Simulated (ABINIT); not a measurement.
The system is Pd.

```
Pd
1.0
     2.78367    0.00000    0.00000
    -1.39183    2.41072    0.00000
     0.00000    0.00000    4.62889
Pd
2
Cartesian
  0.0000 1.6071 1.1572
  1.3918 0.8036 3.4717
```

This isn't the form of Pd at room conditions, which is fcc.

Base run:

| Quantity | Value |
| --- | --- |
| Program | ABINIT 10.8.3 (patched build) |
| Functional | PBEsol |
| Potentials or basis | PseudoDojo NC SR PBEsol v0.4.1 standard |
| Cutoff | 1007 eV |
| k mesh | 8 × 8 × 4 |
| Occupations | fermi-dirac, width 0.05 eV |
| Spin | no spin polarisation |

Its results: pressure -11.3 GPa.

Problem. The run is repeated on the same cell with these changes: k mesh from 8 × 8 × 4 to 18 × 18 × 10, shifted; occupations from fermi-dirac, width 0.05 eV to fermi-dirac, width 0.2 eV. What comes out?

Solution. Pressure -10.4 GPa.

Not every run made on this cell is shown here.
